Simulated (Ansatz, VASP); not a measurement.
# InSb3 in VASP and in Ansatz

```
CELL_PARAMETERS angstrom
4.80637 -0.09613 0.00000
-0.09613 4.80637 0.00000
0.00000 0.00000 4.80637
ATOMIC_POSITIONS crystal
Sb 0.50000 0.50000 0.00000
Sb 0.00000 0.50000 0.50000
Sb 0.50000 0.00000 0.50000
In 0.00000 0.00000 0.00000
```

The cell comes from a database or a generator and needn't be the stable form of this composition.

Alike in both runs: functional PBEsol; k mesh 5 × 5 × 5; occupations fermi-dirac, width 0.05 eV; no spin polarisation.

|  | VASP | Ansatz |
| --- | --- | --- |
| version | VASP 6.6.1 | Ansatz 0.2.0 |
| potentials or method | VASP PAW PBE potentials, release 64 (Sb, In_d) | Ansatz PAW |
| plane-wave cutoff (eV) | 520 | 420 |
| valence electrons in the cell | 28 | 58 |
| task | single point | band structure |

Ansatz gave:

```
gap on the k mesh at the Fermi level (eV)       : none
pressure (GPa)                                  : -2.4
largest component of the traceless stress (GPa) : 0.15
```

Problem. Which values does VASP return?

Solution. gap on the k mesh at the Fermi level (eV): none; pressure (GPa): -2.5; largest component of the traceless stress (GPa): 0.15.

A gap of «none» marks a metal or a gap that the smearing closes. The two sets of potentials don't hold the same shells in valence.

Caveats: the PAW data sets were made with another functional, which shifts forces and pressure a little (VASP); spin-orbit coupling is left out, which moves the levels of the heavy elements (Ansatz); the PAW data sets come from PBE, with cores solved anew for the run's functional, which leaves a small shift of forces and pressure (Ansatz). The runs have no spin-orbit coupling, so splittings on Sb are missing.
